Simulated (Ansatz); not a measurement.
# TiAl3: the cost of one run

Program: Ansatz 0.2.0. Level of theory: DFT PBE, scalar-relativistic, plane waves, PAW. These are calculated values, not measurements.

1 further run of the same task is left out (it didn't finish).

## (1) The starting structure

The structure is tetragonal, space group P4mm (No. 99). Conventional cell: a = 3.941 Å, b = 3.941 Å, c = 6.387 Å, α = 90.00°, β = 90.00°, γ = 90.00°. Around Ti (site symmetry 4mm) lie 5 Al at 2.67 to 2.74 Å. Al (site symmetry 2mm) is surrounded by 2 Ti at 2.67 Å and 6 Al at 2.70 to 2.79 Å. Around Al (site symmetry 4mm) lie 4 Al at 2.70 Å and 1 Ti at 2.74 Å.

Coordinates:

```
Ti Al
1.0
     3.94052    0.00000    0.00000
     0.00000    3.94052    0.00000
     0.00000    0.00000    6.38663
Ti Al
1 3
Direct
  0.50000 0.50000 0.99102
  0.50000 0.00000 0.27285
  0.00000 0.50000 0.27285
  0.50000 0.50000 0.56197
```

It is the end of an earlier relaxation with the same method, from a generated guess; it is a trial structure. At a tolerance of 0.05 Å it has space group P4mm (No. 99); it has 24.79 Å³/atom, an uncorrected energy of +0.59 eV/atom over the elements.

## (2) Electronic structure at the relaxed geometry

Input file input.yaml:

```yaml
crystal:
  lattice:
    - [3.9405212315, 0.0, 0.0]
    - [0.0, 3.9405212315, 0.0]
    - [0.0, 0.0, 6.3866274302]
  atoms:
    - { symbol: Ti, position: [0.5, 0.5, 0.9910246969] }
    - { symbol: Al, position: [0.5, 0.0, 0.2728489887] }
    - { symbol: Al, position: [0.0, 0.5, 0.2728489887] }
    - { symbol: Al, position: [0.5, 0.5, 0.5619734655] }
basis:
  ecutwfc: 420
kpoints:
  mp_grid: { grid: [12, 12, 8] }
  band_path:
    path:
      - [[0.0, 0.0, 0.0], [0.0, 0.5, 0.0], [0.5, 0.5, 0.0], [0.0, 0.0, 0.0], [0.0, 0.0, 0.5], [0.0, 0.5, 0.5], [0.5, 0.5, 0.5], [0.0, 0.0, 0.5]]
      - [[0.0, 0.5, 0.0], [0.0, 0.5, 0.5]]
      - [[0.5, 0.5, 0.0], [0.5, 0.5, 0.5]]
    npoints: 14
hamiltonian:
  xc: pbe
scf:
  occupations: { method: gaussian, width: 0.1 }
  n_extra_bands: 10
output:
  forces: true
  stress: true
  eigenvalues: true
  populations: true
  dos: { projected: true, de: 0.02, nscf_kmesh: { grid: [15, 15, 10] } }
  bader: true
  write_density: true
  write_potential: true
  elf: true
  volumetric_format: npy
checkpoint:
  read: start.run
  write: ck
  compress: false
  write_wavefunctions: false
  write_every: 100000
```

Command:

```sh
$ ansatz run input.yaml --threads 1 --pin off --max-ram 2560MiB --backend cpu --events-out ev --progress --plain --runs-dir out
```

**Question.** How long does this run take on 1 thread of Intel Xeon at 2.70GHz, shared host, and how much memory does it need?

About 1.7 min, with a peak of 0.6 GiB.
